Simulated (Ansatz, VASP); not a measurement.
WSe2: VASP beside Ansatz

```
W Se
1.0
     3.27902    0.00000    0.00000
    -1.63951    2.83972    0.00000
     0.00000    0.00000   12.78790
W Se
2 4
Direct
  0.33333 0.66667 0.25000
  0.66667 0.33333 0.75000
  0.33333 0.66667 0.61829
  0.66667 0.33333 0.11829
  0.33333 0.66667 0.88171
  0.66667 0.33333 0.38171
```

Alike in both runs: functional PBE; dispersion D3(BJ); k mesh 9 × 9 × 2; occupations gaussian, width 0.02 eV; no spin polarisation.

Ansatz relaxed the structure, and its values are those at the end. VASP's run is a single point on that final structure, the one shown.

```csv
,VASP,Ansatz
version,VASP 6.6.1,Ansatz 0.2.0
potentials or method,"VASP PAW PBE potentials, release 64 (W_sv, Se)","scalar-relativistic, plane waves, PAW"
plane-wave cutoff (eV),520,420
valence electrons in the cell,52,92
```

|  | VASP | Ansatz | Ansatz less VASP |
| --- | --- | --- | --- |
| gap on the k mesh at the Fermi level (eV) | 0.99 | 1.00 | +0.005 |
| least direct gap on the mesh (eV) | 1.56 | 1.57 | +0.003 |
| pressure (GPa) | 0.3 | 0.0 | -0.33 |
| rms of the force components (eV/Å) | 0.022 | 0.001 | -0.0215 |

The two sets of potentials don't hold the same shells in valence.

Caveats: spin-orbit coupling is left out, which moves the levels of the heavy elements; an odd mesh through Γ misses points on the zone boundary, where band edges often lie. A hybrid or GW would open this gap; PBE tends to underestimate it.
